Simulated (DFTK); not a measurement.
Runs of DFTK 0.8.2 on W. The structure is cubic, space group Im-3m (No. 229). The conventional cell has a = 3.165 Å, b = 3.165 Å, c = 3.165 Å, α = 90.00°, β = 90.00°, γ = 90.00°. W (site symmetry m-3m) is surrounded by 8 W at 2.74 Å. 

```tsv
task	level	potentials or basis	k mesh	cutoff (eV)	valence electrons	mesh quality	gap on the mesh (eV)	pressure (GPa)	V0 of scaled cells (Å³/atom)	B0 (GPa)
equation of state	r2SCAN	SG15 1.2 (PBE)	7 × 7 × 7	1225	W 28	coarse	-	-	15.28	308
band structure	PBE	SG15 1.2 (PBE)	12 × 12 × 12	952	W 28	not flagged	none	6.2	-	-
single point	PBEsol	dojo.nc.sr.pbesol.v0_4_1.standard.upf (PBEsol)	12 × 12 × 12	1007	W 14	not flagged	none	-2.8	-	-
band structure	LDA-Teter93	dojo.nc.sr.lda.v0_4_1.stringent.upf (LDA)	11 × 11 × 11	1687	W 28	not flagged	none	(a)	-	-
equation of state	BLYP	dojo.nc.sr.pbe.v0_5.stringent.upf (PBE)	9 × 9 × 9	1007	W 14	not flagged	-	-	16.68	(b)
equation of state	PBEsol	SG15 1.2 (PBE)	8 × 8 × 8	952	W 28	not flagged	-	-	15.64	326
equation of state	PBEsol	dojo.nc.sr.pbesol.v0_4_1.standard.upf (PBEsol)	12 × 12 × 12	1007	W 14	not flagged	-	-	15.71	317
equation of state	PBE	dojo.nc.sr.pbe.v0_4_1.standard.upf (PBE)	12 × 12 × 12	1007	W 14	not flagged	-	-	16.15	301
```

Alike in all rows: no spin polarisation; cell as given; smearing fermi-dirac 0.05 eV.

Problem. Fill in the values left out.

Solution. (a) -8.8; (b) 281.

Caveats: some runs use coarse meshes; the potentials were made for another functional, which shifts forces and pressure (some runs).

A k mesh can miss the band edges, and the runs leave out spin-orbit coupling on W.

A gap of «none» marks a metal or a gap under the smearing width.

Not every run made on this cell is shown here.
